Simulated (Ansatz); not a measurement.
Before relaxation, H put at a top Ta site (TaC, Fm-3m (No. 225), (1 1 1) face):

```
CELL_PARAMETERS angstrom
3.13930 0.00000 0.00000
-1.56965 2.71872 0.00000
0.00000 0.00000 25.40808
ATOMIC_POSITIONS crystal
C 0.33333 0.66667 0.33454
Ta 0.66667 0.33333 0.38498
C 0.00000 0.00000 0.43542
Ta 0.33333 0.66667 0.48662
C 0.66667 0.33333 0.53816
Ta 0.00000 0.00000 0.58298
H 0.00000 0.00000 0.66248
```

Theory: DFT PBEsol, scalar-relativistic, plane waves, PAW (Ansatz 0.2.0). Cutoff 420 eV; k points 9×9×1 on the computed 7-atom cell (Γ-centred); Gaussian smearing, width 0.10 eV; no spin polarisation. The cell repeats along c with a dipole correction in the vacuum.

Atoms 1, 2, 3 (counted from 1) are held. The cell is fixed. Force threshold 0.03 eV/Å.

```json
{"step": "1", "E − E_final (eV)": "0.247", "largest force (eV/Å)": "1.887"}
{"step": "2", "E − E_final (eV)": "0.053", "largest force (eV/Å)": "1.516"}
{"step": "3", "E − E_final (eV)": "0.004", "largest force (eV/Å)": "0.248"}
{"step": "4", "E − E_final (eV)": "0.002", "largest force (eV/Å)": "0.157"}
{"step": "5", "E − E_final (eV)": "0.000", "largest force (eV/Å)": "0.039"}
{"step": "6", "E − E_final (eV)": "0.000", "largest force (eV/Å)": "0.003"}
```

(1) What is the final structure?

The end is the local minimum or symmetric point that this start leads to. The slab is only 6.4 Å thick, so the energy isn't converged with thickness.

Spin–orbit coupling is left out, which can shift energies with elements as heavy as these.

## Answers

(1)
```yaml
crystal:
  lattice:
    - [3.13930, 0.00000, 0.00000]
    - [-1.56965, 2.71872, 0.00000]
    - [0.00000, 0.00000, 25.40808]
  atoms:
    - { symbol: C, position: [0.33333, 0.66667, 0.33454] }
    - { symbol: Ta, position: [0.66667, 0.33333, 0.38498] }
    - { symbol: C, position: [0.00000, 0.00000, 0.43542] }
    - { symbol: Ta, position: [0.33333, 0.66667, 0.48547] }
    - { symbol: C, position: [0.66667, 0.33333, 0.53859] }
    - { symbol: Ta, position: [0.00000, 0.00000, 0.58305] }
    - { symbol: H, position: [0.00000, 0.00000, 0.65325] }
```

Cost: 1 run of about 1.2 core-minutes, on Arm Neoverse V1 (shared hosts).